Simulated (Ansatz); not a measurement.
The system is CdF2.

```
CELL_PARAMETERS angstrom
0.00000 2.69400 2.69400
2.69400 0.00000 2.69400
2.69400 2.69400 0.00000
ATOMIC_POSITIONS crystal
Cd 0.00000 0.00000 0.00000
F 0.75000 0.75000 0.75000
F 0.25000 0.25000 0.25000
```

Base run:

| Item | Value |
| --- | --- |
| Program | Ansatz 0.2.0 |
| Functional | HSE03 |
| Potentials or basis | Ansatz PAW |
| Cutoff | 420 eV (not typed: the program's choice for these potentials) |
| k mesh | 5 × 5 × 5 |
| Occupations | fermi-dirac, width 0.05 eV |
| Spin | no spin polarisation |

Its results: band gap on the k mesh 5.03 eV, indirect (least direct gap 5.52 eV); pressure 1.9 GPa.

Question: After a change of settings the same cell gave: band gap on the k mesh 5.14 eV, indirect (least direct gap 5.63 eV); pressure -2.6 GPa. Which change was it?
A. functional from HSE03 to HSE06
B. functional from HSE03 to PBEsol0
C. functional from HSE03 to r2SCAN0; cutoff from 420 eV (not typed: the program's choice for these potentials) to 500 eV (not typed: the program's choice for these potentials)
D. functional from HSE03 to HSEsol

Answer: D.

Caveats: the k mesh misses the band edges, so the gap on the mesh is wider than the one along the path; the PAW data sets come from PBE, with cores solved anew for the run's functional, which leaves a small shift of forces and pressure; the thresholds are loose for stress.
